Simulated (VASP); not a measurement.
# SnTe under changes of volume

One of the cells (48.033 Å³/atom); the others are scaled copies at fixed shape and fractional positions:

```
Te Sn
1.0
     0.00000    3.63506    3.63506
     3.63506    0.00000    3.63506
     3.63506    3.63506    0.00000
Te Sn
1 1
Direct
  0.25000 0.25000 0.25000
  0.00000 0.00000 0.00000
```

Measurements of this composition are mostly on another form, of space group No. 225.

| Property | Result |
| --- | --- |
| Program | VASP 6.6.1 |
| Functional | PBEsol |
| Potentials or basis | VASP PAW PBE potentials, release 64 (Te, Sn_d) |
| Cutoff | 520 eV |
| k mesh | 7 × 7 × 7 |
| Occupations | fermi-dirac, width 0.05 eV |
| Spin | no spin polarisation |

```tsv
volume (Å³/atom)	energy over the lowest point (meV/atom)	pressure (GPa)	gap on the mesh (eV)
44.265	0.00	0.1	0.13
45.207	0.65	-0.4	0.18
46.149	4.39	-0.9	0.24
48.033	?	?	?
48.974	31.49	-2.2	0.37
49.916	45.01	-2.5	0.41
```

Problem. What does the run at 48.033 Å³/atom give?

Solution. Energy over the lowest point 20.07 meV/atom; pressure -1.8 GPa; gap on the mesh 0.33 eV.

Worked out: A Birch-Murnaghan fit of order 3 (a polynomial in V^(-2/3)) to the other rows has its minimum at 44.55 Å³/atom with B0 = V·E''(V) = 27 GPa and B' = 3.7. It gives 20.07 meV/atom at 48.033 Å³/atom, against the run's 20.07, and -dE/dV = -1.8 GPa, against -1.8. A straight line through the other rows of the gap, of slope 2.33 eV per unit of ln V, gives 0.32 eV, against the run's 0.33.

Energies are extrapolated to zero smearing.

Caveats: the PAW data sets were made with another functional, which shifts forces and pressure a little; spin-orbit coupling is left out, which moves the levels of the heavy elements; an odd mesh through Γ misses points on the zone boundary, where band edges often lie.
